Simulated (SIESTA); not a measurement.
Ta2N:

```
Ta N
1.0
     3.11286    0.00000    0.00000
    -1.55643    2.69582    0.00000
     0.00000    0.00000    4.86984
Ta N
2 1
Cartesian
  0.0000 1.7972 1.2404
  1.5564 0.8986 3.6294
  0.0000 0.0000 0.0000
```

The cell comes from a database or a generator and needn't be the stable form of this composition.

* Program: SIESTA 5.4.2
* Task: single point
* Functional: PBE
* Potentials or basis: PseudoDojo 0.4 standard (PBE files)
* Basis: DZP (energy shift 0.003 Ry; two zetas on semicore shells)
* Grid cutoff: 800 Ry
* Energy shift: 0.003 Ry
* k mesh: 10 × 10 × 6
* Occupations: fermi-dirac, width 0.05 eV
* Spin: no spin polarisation

On this cell: pressure 1.8 GPa; largest force 0.539 eV/Å; band gap on the k mesh none (metal or under the smearing width).

The same run follows on a disturbed copy (atoms moved at random, drawn with an rms of 0.05 Å):

```
CELL_PARAMETERS angstrom
3.11286 0.00000 0.00000
-1.55643 2.69582 0.00000
0.00000 0.00000 4.86984
ATOMIC_POSITIONS crystal
Ta 0.32460 0.65342 0.25129
Ta 0.69069 0.34223 0.74321
N 0.99834 0.00588 0.00396
```

What changes?

The energy (extrapolated to zero smearing) moves by +12.2 meV/atom; pressure 2.5 GPa; largest force 1.017 eV/Å; band gap on the k mesh none (metal or under the smearing width).

Forces in eV/Å, atoms in the order of the input:
```
Ta  -0.041  0.406  0.931
Ta  -0.483 -0.003 -0.446
N    0.523 -0.403 -0.484
```

Stress tensor (GPa, compression positive):
```
2.37 0.02 1.13
0.02 2.82 1.24
1.13 1.24 2.30
```

Caveats: short orbitals over semicore shells can move pressures by several GPa; the basis of atomic orbitals isn't converged, which shifts pressures, moduli and gaps.
